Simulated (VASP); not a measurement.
# Ta (P-1) in VASP: equation of state, part 2 of 2

VASP 6.6.1. Earlier steps stand in the parts before.

### 3 Equation of state, PBE, 17.29 Å³/atom (atom 1 moved 0.75 Å; volume scaled by 0.96)

INCAR reads:

```
PREC = Accurate ; ENCUT = 520
EDIFF = 1E-7 ; ISMEAR = -1
SIGMA = 0.05 ; LREAL = False
LASPH = True ; NELM = 100
ALGO = Normal ; ISIF = 2
LWAVE = False ; LCHARG = False
GGA = PE ; NBANDS = 18
```

KPOINTS reads:

```
Automatic mesh
0
Gamma
  10 10 6
```

POSCAR reads:

```
Ta
1.0
   -1.6289626696      1.6289626696      1.6289626696
    1.6289626696     -1.6289626696      1.6289626696
    3.2579253393      3.2579253393      0.0000000000
Ta
2
Direct
    0.0816489800      0.9304872000      0.9732469900
    0.4183510200      0.5695128000      0.5267530100
```

Potentials or basis: VASP PAW PBE potentials, release 64 (Ta_pv).

The run is started by

```sh
$ cat potpaw_PBE.64/Ta_pv/POTCAR > POTCAR
$ mpirun -np 1 vasp_std > vasp.out
```

OUTCAR:

```text
PREC = Accurate
   ENCUT = 520
   EDIFF = 1E-7
   ISMEAR = -1
   LREAL = False
   LASPH = True
   NELM = 100
   ISIF = 2
   GGA = PE

 Found    304 irreducible k-points:

 Following reciprocal coordinates:
            Coordinates               Weight
  0.000000  0.000000  0.000000      1.000000
  0.100000  0.000000  0.000000      2.000000
  0.000000  0.100000  0.000000      2.000000
  0.200000  0.000000  0.000000      2.000000
  0.000000  0.200000  0.000000      2.000000
  0.300000  0.000000  0.000000      2.000000
   k-points           NKPTS =    304   k-points in BZ     NKDIM =    304   number of bands    NBANDS=     18
   number of dos      NEDOS =    301   number of ions     NIONS =      2
   total plane-waves  NPLWV =  20736
   dimension x,y,z NGX =    24 NGY =   24 NGZ =   36
   dimension x,y,z NGXF=    48 NGYF=   48 NGZF=   72
   ions per type =               2
   NGX,Y,Z   is equivalent  to a cutoff of  14.14, 14.14, 12.99 a.u.
   NGXF,Y,Z  is equivalent  to a cutoff of  28.28, 28.28, 25.98 a.u.
 SYSTEM =  unknown system
   PREC   = accura    normal or accurate (medium, high low for compatibility)
   ISTART =      0    job   : 0-new  1-cont  2-samecut
   ICHARG =      2    charge: 1-file 2-atom 10-const
   ISPIN  =      1    spin polarized calculation?
   LNONCOLLINEAR =      F non collinear calculations
   LSORBIT =      F    spin-orbit coupling
[... 47 lines left out ...]
  ---------------------------------------------------
  free energy    TOTEN  =       -22.60360132 eV

  energy without entropy =      -22.58617506  energy(sigma->0) =      -22.59488819

 E-fermi :   6.2749     XC(G=0): -12.7762

 val. band max:        6.2711464059   @ k =  -0.2000   0.3000  -0.1667
 cond. band min:       6.2775788310   @ k =  -0.2000   0.1000   0.1667
 fundamental gap:      0.0064324252
 Fermi energy:         6.2748541782

 k-point     1 :       0.0000    0.0000    0.0000
  band No.  band energies     occupation
      1     -28.5532      2.00000
      2     -27.4013      2.00000
      3     -27.1994      2.00000
      4     -27.0877      2.00000
      5     -26.9649      2.00000
      6     -26.9007      2.00000
[... 103 lines left out ...]
      5     -27.0564      2.00000
      6     -26.9801      2.00000
[... 10 lines left out ...]
     17      13.0927      0.00000
     18      15.7464      0.00000

 [... further k-points ...]
[... 5 lines left out ...]
  --------------------------------------------------------------------------------------
  -------------------------------------------------------------------------------------
  Total        5.8418457      4.4009190      5.3766963      1.1571600     -0.1569784      0.1116813
  in kB      270.6682286    203.9062673    249.1166207     53.6142955     -7.2732242      5.1744890
  external PRESSURE =     241.2303722 kB  Pullay stress =       0.0000000 kB

 VOLUME and BASIS-vectors are now :
 -----------------------------------------------------------------------------
  energy-cutoff  :      520.00
  volume of cell :       34.58
      direct lattice vectors                 reciprocal lattice vectors
    -1.628962670  1.628962670  1.628962670    -0.153471902  0.153471902  0.306943805
     1.628962670 -1.628962670  1.628962670     0.153471902 -0.153471902  0.306943805
     3.257925339  3.257925339  0.000000000     0.153471902  0.153471902  0.000000000

 POSITION                                       TOTAL-FORCE (eV/Angst)
 -----------------------------------------------------------------------------------
      4.55349      1.78804      1.64873         3.165861      0.986226     -0.052252
      1.96236      1.46989      1.60919        -3.165861     -0.986226      0.052252
 -----------------------------------------------------------------------------------
    total drift:                               -0.000000      0.000000     -0.000000

  FREE ENERGIE OF THE ION-ELECTRON SYSTEM (eV)
  ---------------------------------------------------
  free  energy   TOTEN  =       -22.6036013152 eV

  energy  without entropy=      -22.5861750586  energy(sigma->0) =      -22.59488819
```

OSZICAR:

```text
N       E                     dE             d eps       ncg     rms          rms(c)
DAV:   1     0.167263513487E+03    0.16726E+03   -0.12001E+04 10944   0.127E+03
DAV:   2    -0.193132650871E+02   -0.18658E+03   -0.18339E+03 13460   0.359E+02
DAV:   3    -0.234141608404E+02   -0.41009E+01   -0.40506E+01 12798   0.500E+01
DAV:   4    -0.234435304821E+02   -0.29370E-01   -0.29332E-01 12448   0.439E+00
DAV:   5    -0.234437460764E+02   -0.21559E-03   -0.21559E-03 12278   0.355E-01    0.214E+01
DAV:   6    -0.228016107826E+02    0.64214E+00   -0.79287E-01 11330   0.769E+00    0.109E+01
DAV:   7    -0.226065034350E+02    0.19511E+00   -0.57048E-01 12326   0.644E+00    0.635E-01
DAV:   8    -0.226041900619E+02    0.23134E-02   -0.90801E-03 12260   0.839E-01    0.312E-01
DAV:   9    -0.226036117643E+02    0.57830E-03   -0.18744E-03 13318   0.389E-01    0.793E-02
DAV:  10    -0.226035987484E+02    0.13016E-04   -0.50173E-05 11980   0.649E-02    0.338E-02
DAV:  11    -0.226036021755E+02   -0.34271E-05   -0.94463E-06 13344   0.304E-02    0.517E-03
DAV:  12    -0.226036013971E+02    0.77836E-06   -0.92906E-07 12000   0.112E-02    0.285E-03
DAV:  13    -0.226036013152E+02    0.81860E-07   -0.12439E-07  6120   0.304E-03
   1 F= -.22603601E+02 E0= -.22594888E+02  d E =-.174263E-01
```

stdout:

```text
POSCAR found type information on POSCAR Ta
 POSCAR found :  1 types and       2 ions
 scaLAPACK will be used
 LDA part: xc-table for (Slater+PW92), standard interpolation
 POSCAR, INCAR and KPOINTS ok, starting setup
 FFT: planning ... GRIDC
 FFT: planning ... GRID_SOFT
 FFT: planning ... GRID
 WAVECAR not read
 entering main loop
```

Wall time 96 s (1 thread of AMD EPYC 9R45 (Zen 5), shared host); peak memory 0.24 GiB.

What came out:

| Property | Result |
| --- | --- |
| Free energy | -22.6036 eV |
| Pressure | 24.1 GPa |
| Largest force | 3.316 eV/Å |
| Band gap on the k mesh | none (metal or under the smearing width) |

Caveat: forces of over 1 eV/Å show positions far from the minimum, so gaps and moduli don't describe the material at rest.

### 4 Equation of state, PBE, 17.65 Å³/atom (atom 1 moved 0.75 Å; volume scaled by 0.98)

INCAR reads:

```
SYSTEM = Ta
PREC     = Accurate       ! precision mode
ENCUT    = 520            ! plane-wave cutoff, eV
EDIFF    = 1E-7           ! SCF threshold, eV
ISMEAR   = -1             ! smearing method
SIGMA    = 0.05           ! smearing width, eV
LREAL    = .FALSE.        ! projectors in reciprocal space
LASPH    = .TRUE.         ! aspherical terms in the spheres
NELM     = 60             ! most SCF steps
ALGO     = Normal         ! electronic algorithm
ISIF     = 2              ! what is computed and relaxed
LWAVE    = .FALSE.        ! write WAVECAR
LCHARG   = .FALSE.        ! write CHGCAR
GGA      = PE             ! functional
NBANDS   = 18             ! bands
```

KPOINTS reads:

```
regular mesh
0
G
  10 10 6
  0 0 0
```

POSCAR reads:

```
Ta
1.0
   -1.6401972500      1.6401972500      1.6401972500
    1.6401972500     -1.6401972500      1.6401972500
    3.2803944999      3.2803944999      0.0000000000
Ta
2
Direct
    0.0816489800      0.9304872000      0.9732469900
    0.4183510200      0.5695128000      0.5267530100
```

The run is started by

```sh
$ cat potpaw_PBE.64/Ta_pv/POTCAR > POTCAR
$ mpirun -np 1 vasp_std > vasp.out
```

Wall time 1.7 min (1 thread of AMD EPYC 9R45 (Zen 5), shared host); peak memory 0.24 GiB.

The run converged. Its results:

```
Free energy            : -22.7003 eV
Pressure               : 18.9 GPa
Largest force          : 3.067 eV/Å
Band gap on the k mesh : none (metal or under the smearing width)
```

Caveat: forces of over 1 eV/Å show positions far from the minimum, so gaps and moduli don't describe the material at rest.

### 5 Equation of state, PBE, 18.37 Å³/atom (atom 1 moved 0.75 Å; volume scaled by 1.02)

INCAR reads:

```
SYSTEM = Ta
PREC = Accurate ; ENCUT = 520
EDIFF = 1E-7 ; ISMEAR = -1
SIGMA = 0.05 ; LREAL = .FALSE.
LASPH = .TRUE. ; NELM = 100
ALGO = Normal ; ISIF = 2
LWAVE = .FALSE. ; LCHARG = .FALSE.
GGA = PE ; NBANDS = 18
```

KPOINTS is that of step 4.

POSCAR reads:

```
Ta
1.0
   -1.6622159478      1.6622159478      1.6622159478
    1.6622159478     -1.6622159478      1.6622159478
    3.3244318957      3.3244318957      0.0000000000
Ta
2
Direct
    0.0816489800      0.9304872000      0.9732469900
    0.4183510200      0.5695128000      0.5267530100
```

The run is started by

```sh
$ cat potpaw_PBE.64/Ta_pv/POTCAR > POTCAR
$ mpirun -np 1 vasp_std > vasp.out
```

It took 1.7 min on 1 thread of AMD EPYC 9R45 (Zen 5), shared host; peak memory 0.25 GiB.

It converged, with:

```
Free energy            : -22.8274 eV
Pressure               : 9.6 GPa
Largest force          : 2.615 eV/Å
Band gap on the k mesh : none (metal or under the smearing width)
```

Caveat: forces of over 1 eV/Å show positions far from the minimum, so gaps and moduli don't describe the material at rest.

### 6 Equation of state, PBE, 18.73 Å³/atom (atom 1 moved 0.75 Å; volume scaled by 1.04)

INCAR reads:

```
SYSTEM = Ta
ALGO = Normal
EDIFF = 1E-7
ENCUT = 520
GGA = PE
ISIF = 2
ISMEAR = -1
LASPH = .TRUE.
LCHARG = .FALSE.
LREAL = .FALSE.
LWAVE = .FALSE.
NBANDS = 18
NELM = 60
PREC = Accurate
SIGMA = 0.05
```

KPOINTS reads:

```
k-points
0
G
  10 10 6
  0 0 0
```

POSCAR reads:

```
Ta
1.0
   -1.6730098603      1.6730098603      1.6730098603
    1.6730098603     -1.6730098603      1.6730098603
    3.3460197207      3.3460197207      0.0000000000
Ta
2
Direct
    0.0816489800      0.9304872000      0.9732469900
    0.4183510200      0.5695128000      0.5267530100
```

Potentials or basis: VASP PAW PBE potentials, release 64 (Ta_pv).

The run is started by

```sh
$ cat potpaw_PBE.64/Ta_pv/POTCAR > POTCAR
$ mpirun -np 1 vasp_std > vasp.out
```

Wall time 1.8 min (1 thread of AMD EPYC 9R45 (Zen 5), shared host); peak memory 0.25 GiB.

The run converged. Its results:

```yaml
Free_energy: -22.8616 eV
Pressure: 5.6 GPa
Largest_force: 2.410 eV/Å
Band_gap_on_the_k_mesh: none (metal or under the smearing width)
```

Caveat: forces of over 1 eV/Å show positions far from the minimum, so gaps and moduli don't describe the material at rest.

### 7 Equation of state, PBE, 19.09 Å³/atom (atom 1 moved 0.75 Å; volume scaled by 1.06)

INCAR reads:

```
ALGO     = Normal         # electronic algorithm
EDIFF    = 1E-7           # SCF threshold, eV
ENCUT    = 520            # plane-wave cutoff, eV
GGA      = PE             # functional
ISIF     = 2              # what is computed and relaxed
ISMEAR   = -1             # smearing method
LASPH    = T              # aspherical terms in the spheres
LCHARG   = F              # write CHGCAR
LREAL    = F              # projectors in reciprocal space
LWAVE    = F              # write WAVECAR
NBANDS   = 18             # bands
NELM     = 80             # most SCF steps
PREC     = Accurate       # precision mode
SIGMA    = 0.05           # smearing width, eV
```

KPOINTS reads:

```
k-points
0
Gamma
  10 10 6
```

POSCAR reads:

```
Ta
1.0
   -1.6836662614      1.6836662614      1.6836662614
    1.6836662614     -1.6836662614      1.6836662614
    3.3673325228      3.3673325228      0.0000000000
Ta
2
Direct
    0.0816489800      0.9304872000      0.9732469900
    0.4183510200      0.5695128000      0.5267530100
```

The run is started by

```sh
$ cat potpaw_PBE.64/Ta_pv/POTCAR > POTCAR
$ mpirun -np 1 vasp_std > vasp.out
```

Run time: 89 s. Hardware: 1 thread of AMD EPYC 9R45 (Zen 5), shared host; peak memory 0.26 GiB.

The run converged. Its results:

| Item | Value |
| --- | --- |
| Free energy | -22.8784 eV |
| Pressure | 1.9 GPa |
| Largest force | 2.217 eV/Å |
| Band gap on the k mesh | none (metal or under the smearing width) |

Caveat: forces of over 1 eV/Å show positions far from the minimum, so gaps and moduli don't describe the material at rest.

### 8 Equation of state, PBE

Potentials or basis: VASP PAW PBE potentials, release 64 (Ta_pv).

This step only gathers the single runs of the series.

Results:

```yaml
Equilibrium_volume: "19.29 Å³/atom (rough: see the caveat)"
Bulk_modulus_at_fixed_shape_and_positions: 181 GPa (rough)
```

Energy against volume, from the lowest point:
```tsv
volume (Å³/atom)	energy (meV/atom)
16.930	198.13
17.290	137.40
17.650	89.08
18.010	52.09
18.371	25.49
18.731	8.40
19.091	0.00
```

Caveat: the minimum lies outside the volumes run; the cell was scaled at fixed shape and fractional positions, which overstates the stiffness of a crystal with free parameters, most of all of layers and chains.
